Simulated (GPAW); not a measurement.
## BeTe in GPAW: convergence with bands over the usual count

Input of the first run (bands over the usual count 0.72); the others differ in this setting and in those tied to it:

The input run.py:

```python
from ase import Atoms
from ase.dft.bandgap import bandgap
from ase.io import write
from ase.units import GPa
from gpaw import GPAW, PW

atoms = Atoms(['Be', 'Te'],
              cell=[[0.0, 2.68031, 2.68031],
                    [2.68031, 0.0, 2.68031],
                    [2.68031, 2.68031, 0.0]],
              scaled_positions=[[0.5, 0.5, 0.5],
                                [0.0, 0.0, 0.0]],
              pbc=True)

calc = GPAW(mode=PW(800),
            xc='LDA',
            kpts={'size': (9, 9, 9), 'gamma': True},
            occupations={'name': 'fermi-dirac', 'width': 0.05},
            nbands=8,
            convergence={'density': 1e-05, 'energy': 1e-05},
            maxiter=100,
            txt='gpaw.txt')
atoms.calc = calc
energy = atoms.get_potential_energy()
forces = atoms.get_forces()
stress = atoms.get_stress()
calc.write('gs.gpw')
write('result.traj', atoms)
print(f'Energy: {energy:.6f} eV')
print('Forces (eV/A):')
print(forces.round(4))
print('Stress (GPa):', (stress / GPa).round(3))
print('Fermi level:', round(calc.get_fermi_level(), 4), 'eV')
print(f'Gap: {bandgap(calc)[0]:.4f} eV, direct: {bandgap(calc, direct=True)[0]:.4f} eV')
```

Potentials or basis: the program's PAW data sets (release 1.2.1) made for this functional, pw.

Command:

```sh
$ OMP_NUM_THREADS=1 python run.py
```

The cell was built by a generator and needn't be a form met in nature.

Hardware: 1 thread of Intel(R) Xeon(R) 6975P-C (Granite Rapids) (shared host).

| bands over the usual count | energy less the tightest run, at zero smearing (meV/atom) | SCF cycles | CPU time (s) | peak memory (GiB) |
| --- | --- | --- | --- | --- |
| 0.72 | 0.00 | 8 | 4.8 | 0.16 |
| 0.8 | 0.00 | 9 | 5.5 | 0.16 |
| 0.9 | 0.00 | 9 | 6.3 | 0.16 |
| 1 | 0.00 | 9 | 6.3 | 0.16 |
| 1.3 | 0.00 | 8 | 8.1 | 0.16 |
| 1.7 | 0.00 | 8 | 8.6 | 0.17 |
| 2.5 | 0.00 | 8 | 12 | 0.18 |

Against the tightest run, the energy stays within 1 meV/atom from 0.72 on. The tightest run that finished is the yardstick and may itself not be fully converged.

Spin-orbit coupling is left out, which matters for the levels of Te.
